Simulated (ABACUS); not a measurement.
Crystal: Ho.

```xyz
1
Lattice="0.0000 2.4942 2.4942 2.4942 0.0000 2.4942 2.4942 2.4942 0.0000" Properties=species:S:1:pos:R:3 pbc="T T T"
Ho    0.0000    0.0000    0.0000
```

This isn't the form of Ho at room conditions, which is hcp.

```yaml
Program: ABACUS 3.10.1
Task: single point
Functional: PBE
Potentials_or_basis: PseudoDojo NC SR 0.4.1 PBE standard, lanthanides 3+ (f in core)
Cutoff: 1361 eV
Density_cutoff: 5442 eV
Basis: DZP LCAO (the cutoffs set its grid)
k_mesh: 9 × 9 × 9
Occupations: fermi-dirac, width 0.05 eV
Spin: collinear spin, ferromagnetic start
Starting_moments: "[1.0] μB"
```

On this cell: net moment 0.00 μB per cell; band gap on the k mesh none (metal or under the smearing width).

The same run follows on a disturbed copy (cell strained at random at fixed volume):

```
CELL_PARAMETERS angstrom
-0.03745 2.50988 2.50048
2.44588 0.02976 2.43327
2.51662 2.51341 -0.04099
ATOMIC_POSITIONS crystal
Ho 0.00295 0.99095 0.01476
```

Problem. What does the disturbed cell give?

Solution. The energy (extrapolated to zero smearing) moves by +6.8 meV/atom; net moment 0.00 μB per cell; band gap on the k mesh none (metal or under the smearing width).

Caveats: the atomic orbitals were generated for these runs and aren't a published set; the magnetic or orbital state may not be the lowest; all typed moments are zero, and the program then starts from 1 μB on every atom; spin-orbit coupling is left out, which moves the levels of the heavy elements; the 4f electrons are frozen in the core as for a trivalent ion, so they carry no moment and show no levels; the basis of atomic orbitals isn't converged, which shifts pressures, moduli and gaps.
